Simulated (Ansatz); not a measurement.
Input and command of a plane-wave DFT calculation in Ansatz:

```yaml
crystal:
  lattice:
    - [3.2265713051, 0.0, 0.0]
    - [-1.6132856525, 2.7942927174, 0.0]
    - [0.0, 0.0, 5.4681295902]
  atoms:
    - { symbol: Zn, position: [0.3333333333, 0.6666666667, 0.0015026883] }
    - { symbol: Zn, position: [0.6666666667, 0.3333333333, 0.5015026883] }
    - { symbol: O, position: [0.3333333333, 0.6666666667, 0.3805973117] }
    - { symbol: O, position: [0.6666666667, 0.3333333333, 0.8805973117] }
basis:
  ecutwfc: 420
kpoints:
  mp_grid: { grid: [12, 12, 6] }
hamiltonian:
  xc: pbe
scf:
  occupations: { method: gaussian, width: 0.05 }
output:
  forces: true
  stress: true
  eigenvalues: true
```

```bash
ansatz run input.yaml --threads 1 --pin off --max-ram 2560MiB --backend cpu --events-out ev --progress --plain --runs-dir out
```

Processor: Intel(R) Xeon(R) Platinum 8488C (Sapphire Rapids), 1 thread, on a host shared with other jobs.

Question: Estimate time, memory and problem size.

Answer: About 6.9 s on 1 thread of Intel(R) Xeon(R) Platinum 8488C (Sapphire Rapids), on a shared host, peak memory 0.44 GiB. It solves 22 bands at 76 k points (the mesh reduced by the symmetry that the task leaves, which can be less than the crystal's) with about 979 plane waves, in 6 SCF iterations.
